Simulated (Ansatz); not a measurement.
**Is this Hg structure a true minimum?**

The cell was found from a structure generator's guess, not taken from experiment.

Theory: DFT PBE, scalar-relativistic, plane waves, PAW in Ansatz. Settings: cutoff 420 eV, Γ-centred mesh 12×12×18 on the computed 2-atom cell, Gaussian smearing of 0.10 eV; no spin polarisation.

The cell below (2 atoms, space group P6/mmm (No. 191)) is relaxed within its symmetry.

```
Hg
1.0
     5.42510    0.00000    0.00000
    -2.71255    4.69827    0.00000
     0.00000    0.00000    3.14218
Hg
2
Direct
  0.33333 0.66667 0.50000
  0.66667 0.33333 0.50000
```

For the test a repeat of it with 4 atoms (edges 5.43, 5.43, 6.28 Å) was strained at random (σ = 1.5 % a component), the atoms were moved at random (σ = 0.05 Å), and all was relaxed again on a coarse 6×6×4 mesh (in the run’s order of axes) with 0.20 eV smearing, with no symmetry imposed.

These runs have no spin–orbit coupling, which can matter for Hg.

Task: Does it come back?

Result: It doesn't return. The energy falls by 68 meV/atom on that mesh, the volume changes by -27.5 %, and the end has space group Pm-3m (No. 221) at a loose tolerance. Relaxed again on an 18×18×10 mesh with 0.10 eV smearing, the new structure lies 62 meV/atom below the first (mesh in the axes of the run's cell; the cell below is made exact in the group named). Space group Cmmm (No. 65), orthorhombic, a = 4.361 Å, b = 4.406 Å, c = 3.094 Å. Around Hg lie 6 Hg at 3.09–3.10 Å.

```cif
data_structure
_symmetry_space_group_name_H-M 'Cmmm'
_symmetry_Int_Tables_number 65
_cell_length_a 4.3608
_cell_length_b 4.4057
_cell_length_c 3.0944
_cell_angle_alpha 90.000
_cell_angle_beta 90.000
_cell_angle_gamma 90.000
_cell_volume 59.45
loop_
_atom_site_label
_atom_site_type_symbol
_atom_site_symmetry_multiplicity
_atom_site_Wyckoff_symbol
_atom_site_fract_x
_atom_site_fract_y
_atom_site_fract_z
_atom_site_occupancy
Hg1 Hg 2 c 0.50000 0.00000 0.50000 1
```
